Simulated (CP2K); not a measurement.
A run of CP2K 2026.2:

Contents of ptse2_bands.inp:

```
&GLOBAL
  PROJECT ptse2_bands
  RUN_TYPE ENERGY_FORCE
  PRINT_LEVEL LOW
&END GLOBAL
&FORCE_EVAL
  METHOD QS
  STRESS_TENSOR ANALYTICAL
  &DFT
    BASIS_SET_FILE_NAME BASIS_MOLOPT_UZH
    POTENTIAL_FILE_NAME GTH_POTENTIALS
    &MGRID
      CUTOFF 450
      REL_CUTOFF 60
      NGRIDS 4
    &END MGRID
    &QS
      METHOD GPW
      EPS_DEFAULT 1.0E-9
    &END QS
    &KPOINTS
      SCHEME MONKHORST-PACK 8 8 5
      GAMMA_CENTERED T
      SYMMETRY T
      SYMMETRY_BACKEND SPGLIB
    &END KPOINTS
    &SCF
      SCF_GUESS ATOMIC
      EPS_SCF 1.0E-6
      MAX_SCF 100
      ADDED_MOS 15
      CHOLESKY OFF
      EPS_EIGVAL 1.0E-7
      &DIAGONALIZATION ON
        ALGORITHM STANDARD
      &END DIAGONALIZATION
      &MIXING ON
        METHOD BROYDEN_MIXING
        ALPHA 0.4
        BETA 1.5
        NBUFFER 8
      &END MIXING
      &SMEAR ON
        METHOD FERMI_DIRAC
        ELECTRONIC_TEMPERATURE [K] 116.045
      &END SMEAR
    &END SCF
    &XC
      &XC_FUNCTIONAL
        &LDA_X
        &END LDA_X
        &LDA_C_PW
        &END LDA_C_PW
      &END XC_FUNCTIONAL
    &END XC
    &PRINT
      &KPOINTS ON
      &END KPOINTS
      &MULLIKEN ON
      &END MULLIKEN
      &MO ON
        ENERGIES T
        OCCUPATION_NUMBERS T
        &EACH
          QS_SCF 0
        &END EACH
        ADD_LAST NUMERIC
      &END MO
      &BAND_STRUCTURE
        FILE_NAME bands.bs
        ADDED_MOS 4
        &KPOINT_SET
          UNITS B_VECTOR
          NPOINTS 8
          SPECIAL_POINT GAMMA 0.00000000 0.00000000 0.00000000
          SPECIAL_POINT M 0.50000000 0.00000000 0.00000000
          SPECIAL_POINT K 0.33333333 0.33333333 0.00000000
          SPECIAL_POINT GAMMA 0.00000000 0.00000000 0.00000000
          SPECIAL_POINT A 0.00000000 0.00000000 0.50000000
          SPECIAL_POINT L 0.50000000 0.00000000 0.50000000
          SPECIAL_POINT H 0.33333333 0.33333333 0.50000000
          SPECIAL_POINT A 0.00000000 0.00000000 0.50000000
        &END KPOINT_SET
        &KPOINT_SET
          UNITS B_VECTOR
          NPOINTS 8
          SPECIAL_POINT L 0.50000000 0.00000000 0.50000000
          SPECIAL_POINT M 0.50000000 0.00000000 0.00000000
        &END KPOINT_SET
        &KPOINT_SET
          UNITS B_VECTOR
          NPOINTS 8
          SPECIAL_POINT K 0.33333333 0.33333333 0.00000000
          SPECIAL_POINT H 0.33333333 0.33333333 0.50000000
        &END KPOINT_SET
      &END BAND_STRUCTURE
    &END PRINT
  &END DFT
  &SUBSYS
    &CELL
      A 3.7240000000 0.0000000000 0.0000000000
      B -1.8620000000 3.2250786037 0.0000000000
      C 0.0000000000 0.0000000000 5.0620000000
      PERIODIC XYZ
    &END CELL
    &COORD
      SCALED
      Pt  0.0000000000 0.0000000000 0.0000000000
      Se  0.6666666667 0.3333333333 0.7500000000
      Se  0.3333333333 0.6666666667 0.2500000000
    &END COORD
    &KIND Pt
      BASIS_SET TZVP-MOLOPT-PBE-GTH-q18
      POTENTIAL GTH-PADE-q18
    &END KIND
    &KIND Se
      BASIS_SET TZVP-MOLOPT-PBE-GTH-q6
      POTENTIAL GTH-PADE-q6
    &END KIND
    &PRINT
      &ATOMIC_COORDINATES ON
      &END ATOMIC_COORDINATES
      &CELL ON
      &END CELL
    &END PRINT
  &END SUBSYS
  &PRINT
    &FORCES ON
    &END FORCES
    &STRESS_TENSOR ON
    &END STRESS_TENSOR
  &END PRINT
&END FORCE_EVAL
```

Potentials or basis: GTH_POTENTIALS Pt GTH-PADE-q18, Se GTH-PADE-q6; TZVP-MOLOPT-PBE-GTH basis.

Run with:

```console
$ OMP_NUM_THREADS=1 cp2k.psmp -i ptse2_bands.inp -o ptse2_bands.out
```

Hardware: 1 thread of Arm Neoverse V2 (shared host).

**Question.** How long does it take, and how much memory?

**Answer.** It took 24 s on 1 thread of Arm Neoverse V2 (shared host), peak memory 0.3 GiB. Counts: scf iterations 15, k points 40, basis 69, bands 30, force evaluations 1.
